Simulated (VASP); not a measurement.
# O (Fmmm) in VASP: electric field gradients with PBE

Aim: the electric field gradients of O with PBE.

All numbers are computed with VASP 6.6.1; they aren't measurements. Logs are shortened: lines on timing, memory, paths and dates and some standing lists are left out, and cuts for length are marked.

## (1) The undisturbed crystal

The structure is orthorhombic, space group Fmmm (No. 69). The conventional cell has a = 2.957 Å, b = 4.215 Å, c = 6.690 Å, α = 90.00°, β = 90.00°, γ = 90.00°. O (site symmetry mm2) has 1 O at 1.17 Å as nearest neighbours.

## (2) Electric field gradients, PBE (volume scaled by 1.04)

The input, INCAR:

```
ALGO = Normal
EDIFF = 1E-8
ENCUT = 520
GGA = PE
ISIF = 2
ISMEAR = -1
LASPH = T
LCHARG = F
LEFG = T
LREAL = F
LWAVE = F
NBANDS = 13
NELM = 100
PREC = Accurate
SIGMA = 0.01
```

The input, KPOINTS:

```
k-points
0
Gamma
  12 12 12
```

The input, POSCAR:

```
O
1.0
    0.0000000000      2.1352841015      3.3888662319
    1.4978042046      0.0000000000      3.3888662319
    1.4978042046      2.1352841015      0.0000000000
O
2
Direct
    0.0871000000      0.0871000000      0.9129000000
    0.9129000000      0.9129000000      0.0871000000
```

Potentials or basis: VASP PAW PBE potentials, release 64 (O).

Command:

```
cat potpaw_PBE.64/O/POTCAR > POTCAR
mpirun -np 1 vasp_std > vasp.out
```

OUTCAR:

```text
EDIFF = 1E-8
   ENCUT = 520
   GGA = PE
   ISIF = 2
   ISMEAR = -1
   LASPH = T
   LREAL = F
   NELM = 100
   PREC = Accurate

 ion  position               nearest neighbor table
   1  0.087  0.087  0.913-   2 1.18
   2  0.913  0.913  0.087-   1 1.18

  LATTYP: Found a face centered orthorhombic cell.
 ALAT       =     2.9956084092
 B/A-ratio  =     1.4256096324
 C/A-ratio  =     2.2625562283

  Lattice vectors:

 A1 = (   0.0000000000,   2.1352841015,   3.3888662319)
 A2 = (   1.4978042046,   0.0000000000,   3.3888662319)
 A3 = (   1.4978042046,   2.1352841015,   0.0000000000)

Analysis of symmetry for initial positions (statically):
=====================================================================
 Subroutine PRICEL returns:
 Original cell was already a primitive cell.

 Routine SETGRP: Setting up the symmetry group for a
 face centered orthorhombic supercell.

 Subroutine GETGRP returns: Found  8 space group operations
 (whereof  8 operations were pure point group operations)
 out of a pool of  8 trial point group operations.

The static configuration has the point symmetry D_2h.

Analysis of symmetry for dynamics (positions and initial velocities):
=====================================================================
 Subroutine PRICEL returns:
 Original cell was already a primitive cell.

 Routine SETGRP: Setting up the symmetry group for a
 face centered orthorhombic supercell.

 Subroutine GETGRP returns: Found  8 space group operations
 (whereof  8 operations were pure point group operations)
 out of a pool of  8 trial point group operations.

The dynamic configuration has the point symmetry D_2h.

 Subroutine INISYM returns: Found  8 space group operations
 (whereof  8 operations are pure point group operations),
 and found     1 'primitive' translations

----------------------------------------------------------------------------------------

                                     Primitive cell

  volume of cell :      21.6768

  direct lattice vectors                    reciprocal lattice vectors
     0.000000000  2.135284101  3.388866232    -0.333822003  0.234160878  0.147541970
     1.497804205  0.000000000  3.388866232     0.333822003 -0.234160878  0.147541970
[... 137 lines left out ...]
 cond. band min:       1.0345149816   @ k =   0.4167   0.1667   0.2500
 fundamental gap:      0.0082686530
 Fermi energy:         1.0320174744

 k-point     1 :       0.0000    0.0000    0.0000
  band No.  band energies     occupation
      1     -27.2584      2.00000
      2     -12.9518      2.00000
      3      -8.3056      2.00000
      4      -5.3495      2.00000
      5      -5.0492      2.00000
      6       1.5837      0.00000
      7       2.1129      0.00000
      8      10.2755      0.00000
      9      12.7611      0.00000
     10      16.3352      0.00000
     11      20.3918      0.00000
     12      21.6882      0.00000
     13      25.8782      0.00000
[... 354 lines left out ...]
  band No.  band energies     occupation
      1     -26.7932      2.00000
      2     -13.0841      2.00000
      3      -7.9416      2.00000
      4      -6.3822      2.00000
      5      -5.3839      2.00000
      6      -0.1271      2.00000
      7       1.9169      0.00000
      8      11.1936      0.00000
      9      14.8336      0.00000
     10      15.7572      0.00000
     11      17.3194      0.00000
     12      20.7627      0.00000
     13      25.6250      0.00000

 [... further k-points ...]

------------------------ aborting loop because EDIFF is reached ----------------------------------------

  FORCE on cell =-STRESS in cart. coord.  units (eV):
  Direction    XX          YY          ZZ          XY          YZ          ZX
  --------------------------------------------------------------------------------------
  -------------------------------------------------------------------------------------
  Total       -0.3004319     -0.9235619      6.0221577      0.0000000      0.0000000      0.0000000
  in kB      -22.2055499    -68.2623874    445.1102296      0.0000000      0.0000000      0.0000000
  external PRESSURE =     118.2140974 kB  Pullay stress =       0.0000000 kB

 VOLUME and BASIS-vectors are now :
 -----------------------------------------------------------------------------
  energy-cutoff  :      520.00
  volume of cell :       21.68
      direct lattice vectors                 reciprocal lattice vectors
     0.000000000  2.135284101  3.388866232    -0.333822003  0.234160878  0.147541970
     1.497804205  0.000000000  3.388866232     0.333822003 -0.234160878  0.147541970
     1.497804205  2.135284101  0.000000000     0.333822003  0.234160878 -0.147541970

 POSITION                                       TOTAL-FORCE (eV/Angst)
 -----------------------------------------------------------------------------------
      1.49780      2.13528      0.59034         0.000000      0.000000      4.127233
      1.49780      2.13528      6.18739         0.000000      0.000000     -4.127233
 -----------------------------------------------------------------------------------
    total drift:                                0.000000      0.000000      0.000000

  FREE ENERGIE OF THE ION-ELECTRON SYSTEM (eV)
  ---------------------------------------------------
  free  energy   TOTEN  =        -9.3925687651 eV

  energy  without entropy=       -9.3920818685  energy(sigma->0) =       -9.39232532

 Electric field gradients (V/A^2)
---------------------------------------------------------------------
 ion       V_xx      V_yy      V_zz      V_xy      V_xz      V_yz
---------------------------------------------------------------------
   1     -64.761   -53.395   118.156     0.002     0.003     0.003
   2     -64.761   -53.395   118.156     0.002     0.003     0.003
---------------------------------------------------------------------

 Electric field gradients after diagonalization (V/A^2)
 (convention: |V_zz| > |V_xx| > |V_yy|)
----------------------------------------------------------------------
 ion       V_xx      V_yy      V_zz     asymmetry (V_yy - V_xx)/ V_zz
----------------------------------------------------------------------
   1     -64.761   -53.395   118.156       0.096
   2     -64.761   -53.395   118.156       0.096
----------------------------------------------------------------------

           NMR quadrupolar parameters

 Cq : quadrupolar parameter    Cq=e*Q*V_zz/h
 eta: asymmetry parameters     (V_yy - V_xx)/ V_zz
 Q  : nuclear electric quadrupole moment in mb (millibarn)
----------------------------------------------------------------------
 ion       Cq(MHz)       eta       Q (mb)
----------------------------------------------------------------------
   1       0.286       0.096       1.000
   2       0.286       0.096       1.000
----------------------------------------------------------------------
```

Wall time 49 s (1 thread of Intel Xeon Platinum 8559C (Emerald Rapids), shared host); peak memory 0.17 GiB.

Results:

| Quantity | Value |
| --- | --- |
| Free energy | -9.3926 eV |
| Pressure | 11.8 GPa |
| Largest force | 4.127 eV/Å |
| Band gap on the k mesh | none (metal or under the smearing width) |

Forces in eV/Å, atoms in the order of the input:
```
O    0.000  0.000  4.127
O    0.000  0.000 -4.127
```

Stress tensor (GPa, compression positive):
```
-2.22  0.00  0.00
 0.00 -6.83  0.00
 0.00  0.00 44.51
```

Electric field gradients, principal values (V/Å²):
```
atom      Vxx      Vyy      Vzz
 1 O  -53.395  -64.761  118.156
 2 O  -53.395  -64.761  118.156
```

Caveat: the standard files for N, O and F lose accuracy on very short bonds; spin is off for a triplet molecule; forces of over 1 eV/Å show positions far from the minimum, so gaps and moduli don't describe the material at rest.
